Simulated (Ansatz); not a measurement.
# Does KMgF3 in Pm-3m form from KF and MgF2?

Plane-wave DFT in Ansatz with scalar-relativistic PAW potentials, cutoff 420 eV, Γ-centred meshes chosen by cell and gap, Gaussian smearing with energies taken to zero width. Every cell was relaxed (cell and atoms) in a run of its own, within the symmetry of its start. Functional: PBE.

The ternary relaxed to Pm-3m, 5 atoms in the computed cell, a = 4.054 Å; sites (symmetry × multiplicity) K m-3m × 1, Mg m-3m × 1, F 4/mm.m × 3.

Total energies hold large constants for each element; a whole number of eV per atom of each element is taken off below, which cancels in a balanced reaction.

```tsv
compound	lowest structure computed	structures tried	V (Å³/atom)	gap on mesh (eV)	E (eV per formula unit, common shift removed)
KMgF3	Pm-3m	4	13.32	6.96	-14.7374
KF	Fm-3m	4	19.91	5.96	-4.8030
MgF2	P4_2/mnm	7	11.38	6.84	-9.5552
```

Task: Balance the reaction and work out its energy at 0 K.

Result: The balance is KF + MgF2 → KMgF3. ΔE = -0.379 eV per formula unit, -76 meV/atom, and the volume changes by -9.9 %. The ternary lies below these binaries, so it can form from them; whether it is stable also hangs on other ternaries and on other oxidation states, which this balance leaves out. Against the elements it is bound by 3.27 eV/atom, 43 times the size of this reaction energy: most of the binding is already in the binaries, and stability is decided by the small rest. A lower form of a binary that wasn't tried would raise the value, and a lower form of the ternary would lower it.